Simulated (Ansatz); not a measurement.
Born–Oppenheimer molecular dynamics of a periodic cell of 21 atoms, Ti$_{4}$Pb$_{5}$O$_{12}$ (host TiPbO3, host structure Pm-3m, interstitial Pb). It goes on from the last frame of an earlier run, with new velocities.

Method: DFT PBEsol, scalar-relativistic, plane waves, PAW (Ansatz). Settings: accuracy low, cutoff 420 eV, k mesh 2x2x2, fermi-dirac smearing 0.02 eV, no spin polarisation.

```json
{
  "ensemble": "NVT, Langevin thermostat",
  "time step": "1 fs",
  "steps asked": "50",
  "set temperature": "1260 K",
  "friction": "0.005 /fs",
  "seed": "945272"
}
```

Frames 5 fs apart, positions in Å.

Velocities at 0.0 fs (Å/ps):

```
Ti -2.81 -5.27 -4.83
Pb 1.56 -1.36 1.05
O -18.81 4.32 -7.98
O -5.63 -4.72 0.25
O -7.80 -4.62 -5.99
Ti 2.62 7.07 -1.36
Pb 0.82 1.07 2.01
O 4.42 1.70 3.80
O 3.13 7.46 -12.89
O 3.67 -0.75 4.10
Ti 0.50 3.99 -0.98
Pb 0.56 2.50 0.96
O 18.37 3.19 16.82
O -10.44 -0.68 2.69
O 1.88 -11.79 4.79
Ti -1.88 4.61 6.05
Pb -1.49 -1.87 -2.99
O -23.28 -8.25 -5.38
O 7.79 -12.62 1.54
O 7.08 -12.77 -0.12
Pb 0.42 0.31 -0.90
```

```xyz
21
Lattice="-3.9646 3.9646 3.9646 3.9646 -3.9646 3.9646 3.9646 3.9646 -3.9646" Properties=species:S:1:pos:R:3 time_fs=0.0 energy_less_start_eV=0.000 T=1200
Ti 1.959 1.889 1.924
Pb -0.027 -0.066 0.051
O 0.243 1.798 1.518
O 1.951 0.076 1.639
O 2.023 2.367 -0.123
Ti 1.918 2.356 -2.012
Pb 0.228 0.127 4.358
O 3.929 -1.768 2.048
O -2.005 3.984 1.959
O 2.087 1.941 3.803
Ti 1.954 -2.146 1.919
Pb -0.018 4.069 0.124
O 3.924 2.082 -2.418
O 1.859 3.934 2.011
O -2.117 1.541 3.787
Ti -1.896 2.166 1.778
Pb 3.700 -1.320 -0.239
O 4.010 2.148 2.053
O 2.169 4.132 -2.511
O 2.062 -1.731 3.813
Pb 4.022 1.322 -0.080
21
Lattice="-3.9646 3.9646 3.9646 3.9646 -3.9646 3.9646 3.9646 3.9646 -3.9646" Properties=species:S:1:pos:R:3 time_fs=5.0 energy_less_start_eV=-0.195 T=1239
Ti 1.951 1.864 1.903
Pb -0.020 -0.072 0.056
O 0.134 1.825 1.487
O 1.937 0.039 1.641
O 1.977 2.345 -0.156
Ti 1.931 2.389 -2.020
Pb 0.231 0.133 4.367
O 3.957 -1.761 2.066
O -1.976 4.032 1.898
O 2.102 1.937 3.830
Ti 1.956 -2.128 1.912
Pb -0.014 4.082 0.129
O 4.014 2.102 -2.327
O 1.805 3.941 2.027
O -2.105 1.494 3.819
Ti -1.915 2.181 1.807
Pb 3.693 -1.329 -0.253
O 3.894 2.103 2.019
O 2.208 4.068 -2.490
O 2.097 -1.785 3.811
Pb 4.022 1.320 -0.083
21
Lattice="-3.9646 3.9646 3.9646 3.9646 -3.9646 3.9646 3.9646 3.9646 -3.9646" Properties=species:S:1:pos:R:3 time_fs=10.0 energy_less_start_eV=0.183 T=1151
Ti 1.946 1.837 1.877
Pb -0.015 -0.080 0.061
O 0.007 1.868 1.466
O 1.925 -0.004 1.648
O 1.929 2.326 -0.199
Ti 1.942 2.420 -2.028
Pb 0.231 0.136 4.379
O 3.989 -1.746 2.086
O -1.932 4.077 1.845
O 2.102 1.936 3.872
Ti 1.962 -2.106 1.904
Pb -0.014 4.094 0.132
O 4.083 2.125 -2.218
O 1.760 3.957 2.049
O -2.110 1.450 3.843
Ti -1.943 2.189 1.836
Pb 3.689 -1.338 -0.263
O 3.805 2.062 1.986
O 2.234 4.021 -2.458
O 2.141 -1.844 3.811
Pb 4.020 1.316 -0.087
21
Lattice="-3.9646 3.9646 3.9646 3.9646 -3.9646 3.9646 3.9646 3.9646 -3.9646" Properties=species:S:1:pos:R:3 time_fs=15.0 energy_less_start_eV=0.843 T=837
Ti 1.938 1.812 1.850
Pb -0.011 -0.086 0.065
O -0.101 1.919 1.453
O 1.917 -0.039 1.649
O 1.894 2.306 -0.230
Ti 1.948 2.436 -2.031
Pb 0.228 0.138 4.388
O 4.022 -1.731 2.084
O -1.881 4.114 1.794
O 2.084 1.927 3.915
Ti 1.973 -2.083 1.905
Pb -0.018 4.106 0.134
O 4.124 2.149 -2.112
O 1.725 3.974 2.071
O -2.120 1.416 3.868
Ti -1.974 2.195 1.861
Pb 3.689 -1.342 -0.272
O 3.739 2.038 1.967
O 2.238 4.023 -2.427
O 2.183 -1.912 3.805
Pb 4.017 1.310 -0.091
21
Lattice="-3.9646 3.9646 3.9646 3.9646 -3.9646 3.9646 3.9646 3.9646 -3.9646" Properties=species:S:1:pos:R:3 time_fs=20.0 energy_less_start_eV=1.268 T=757
Ti 1.917 1.796 1.825
Pb -0.007 -0.096 0.070
O -0.189 1.967 1.439
O 1.920 -0.062 1.652
O 1.877 2.273 -0.232
Ti 1.950 2.434 -2.037
Pb 0.224 0.136 4.394
O 4.050 -1.721 2.070
O -1.832 4.126 1.766
O 2.060 1.911 3.956
Ti 1.991 -2.051 1.904
Pb -0.019 4.113 0.133
O 4.137 2.184 -2.017
O 1.696 3.990 2.079
O -2.131 1.398 3.877
Ti -2.014 2.200 1.881
Pb 3.691 -1.343 -0.281
O 3.691 2.021 1.963
O 2.213 4.068 -2.394
O 2.214 -1.973 3.797
Pb 4.015 1.300 -0.098
21
Lattice="-3.9646 3.9646 3.9646 3.9646 -3.9646 3.9646 3.9646 3.9646 -3.9646" Properties=species:S:1:pos:R:3 time_fs=25.0 energy_less_start_eV=1.337 T=783
Ti 1.883 1.787 1.801
Pb -0.003 -0.101 0.076
O -0.245 2.002 1.454
O 1.927 -0.068 1.657
O 1.873 2.239 -0.210
Ti 1.954 2.418 -2.047
Pb 0.219 0.135 4.400
O 4.085 -1.715 2.023
O -1.790 4.125 1.759
O 2.045 1.902 3.986
Ti 2.017 -2.024 1.908
Pb -0.018 4.119 0.134
O 4.123 2.229 -1.947
O 1.677 3.996 2.092
O -2.154 1.401 3.874
Ti -2.062 2.208 1.899
Pb 3.697 -1.343 -0.292
O 3.659 2.013 1.981
O 2.172 4.155 -2.359
O 2.228 -2.010 3.787
Pb 4.012 1.285 -0.108
21
Lattice="-3.9646 3.9646 3.9646 3.9646 -3.9646 3.9646 3.9646 3.9646 -3.9646" Properties=species:S:1:pos:R:3 time_fs=30.0 energy_less_start_eV=1.256 T=906
Ti 1.843 1.774 1.780
Pb -0.003 -0.101 0.080
O -0.272 2.038 1.492
O 1.929 -0.061 1.657
O 1.882 2.192 -0.152
Ti 1.967 2.397 -2.063
Pb 0.214 0.133 4.407
O 4.102 -1.716 1.966
O -1.762 4.113 1.778
O 2.027 1.887 4.018
Ti 2.042 -2.008 1.917
Pb -0.015 4.123 0.138
O 4.087 2.283 -1.913
O 1.680 4.008 2.094
O -2.184 1.421 3.867
Ti -2.113 2.207 1.918
Pb 3.699 -1.341 -0.303
O 3.636 2.004 2.004
O 2.124 4.241 -2.319
O 2.226 -2.027 3.753
Pb 4.009 1.266 -0.119
21
Lattice="-3.9646 3.9646 3.9646 3.9646 -3.9646 3.9646 3.9646 3.9646 -3.9646" Properties=species:S:1:pos:R:3 time_fs=35.0 energy_less_start_eV=1.036 T=903
Ti 1.800 1.767 1.757
Pb -0.002 -0.101 0.085
O -0.254 2.061 1.534
O 1.929 -0.051 1.661
O 1.885 2.154 -0.073
Ti 1.975 2.376 -2.083
Pb 0.212 0.129 4.413
O 4.098 -1.732 1.907
O -1.757 4.097 1.812
O 2.012 1.877 4.046
Ti 2.071 -2.001 1.927
Pb -0.013 4.127 0.141
O 4.037 2.366 -1.914
O 1.684 4.022 2.088
O -2.204 1.468 3.855
Ti -2.165 2.195 1.933
Pb 3.704 -1.338 -0.312
O 3.623 1.989 2.028
O 2.070 4.292 -2.288
O 2.214 -2.017 3.699
Pb 4.006 1.244 -0.126
21
Lattice="-3.9646 3.9646 3.9646 3.9646 -3.9646 3.9646 3.9646 3.9646 -3.9646" Properties=species:S:1:pos:R:3 time_fs=40.0 energy_less_start_eV=0.934 T=933
Ti 1.760 1.765 1.741
Pb -0.005 -0.103 0.091
O -0.217 2.064 1.573
O 1.932 -0.034 1.652
O 1.886 2.121 0.000
Ti 1.982 2.361 -2.108
Pb 0.212 0.125 4.421
O 4.084 -1.760 1.874
O -1.778 4.090 1.859
O 2.011 1.880 4.067
Ti 2.098 -1.994 1.947
Pb -0.010 4.129 0.143
O 3.966 2.458 -1.938
O 1.695 4.037 2.083
O -2.231 1.530 3.840
Ti -2.214 2.183 1.945
Pb 3.712 -1.333 -0.319
O 3.605 1.986 2.060
O 2.002 4.306 -2.267
O 2.200 -1.990 3.651
Pb 4.003 1.224 -0.135
21
Lattice="-3.9646 3.9646 3.9646 3.9646 -3.9646 3.9646 3.9646 3.9646 -3.9646" Properties=species:S:1:pos:R:3 time_fs=45.0 energy_less_start_eV=0.811 T=1068
Ti 1.720 1.771 1.738
Pb -0.009 -0.103 0.100
O -0.163 2.033 1.607
O 1.945 -0.013 1.636
O 1.886 2.095 0.040
Ti 1.990 2.349 -2.130
Pb 0.213 0.114 4.425
O 4.067 -1.813 1.867
O -1.814 4.080 1.913
O 2.015 1.894 4.082
Ti 2.114 -1.990 1.965
Pb -0.005 4.131 0.144
O 3.894 2.539 -1.968
O 1.713 4.058 2.072
O -2.268 1.626 3.826
Ti -2.258 2.171 1.949
Pb 3.721 -1.329 -0.330
O 3.609 1.990 2.100
O 1.921 4.285 -2.263
O 2.187 -1.946 3.628
Pb 4.000 1.202 -0.145
```

Of the whole run (50 fs, mean temperature of the second half 947 K): The mean temperature of the second half is 25 % below the set value. A run of 0.05 ps of so small a system gives no equilibrium averages. The SCF threshold is loose, so the forces are noisy. Limits of this set-up: coarse k mesh, low accuracy level.

The run took 7.2 min on 2 threads of AMD EPYC 7571, with other jobs on the host, peak memory 0.94 GiB.
